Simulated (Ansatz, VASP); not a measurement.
Two plane-wave programs on PbO2

```
Pb O
1.0
     0.00000    2.52601    2.59248
     2.52601    0.00000    2.59248
     2.52601    2.52601    0.00000
Pb O
1 2
Direct
  0.00000 0.00000 0.00000
  0.25000 0.25000 0.25000
  0.75000 0.75000 0.75000
```

Change from the starting cell: strain -0.050 along x and y, -0.025 along z, atoms carried along.

Alike in both runs: task single point; functional r2SCAN; k mesh 16 × 16 × 16; occupations gaussian, width 0.15 eV; no spin polarisation.

|  | VASP | Ansatz |
| --- | --- | --- |
| version | VASP 6.6.1 | Ansatz 0.2.0 |
| potentials or method | VASP PAW PBE potentials, release 64 (Pb_d, O) | scalar-relativistic, plane waves, PAW |
| plane-wave cutoff (eV) | 520 | 500 |
| valence electrons in the cell | 26 | 26 |

VASP gave:

```
gap on the k mesh at the Fermi level (eV)       : none
pressure (GPa)                                  : 30.6
largest component of the traceless stress (GPa) : 6.53
```

What did Ansatz give for the same quantities?

gap on the k mesh at the Fermi level (eV): none; pressure (GPa): 28.7; largest component of the traceless stress (GPa): 6.58.

A gap of «none» marks a metal or a gap that the smearing closes. With one functional, cell and mesh, what is left measures potentials, basis and numerics.

Caveats: so large a pressure means that the cell lies far from this level's equilibrium, or that cutoff or potentials fall short (VASP); the potentials were made for another functional, which shifts forces and pressure (VASP). The runs have no spin-orbit coupling, so splittings on Pb are missing.
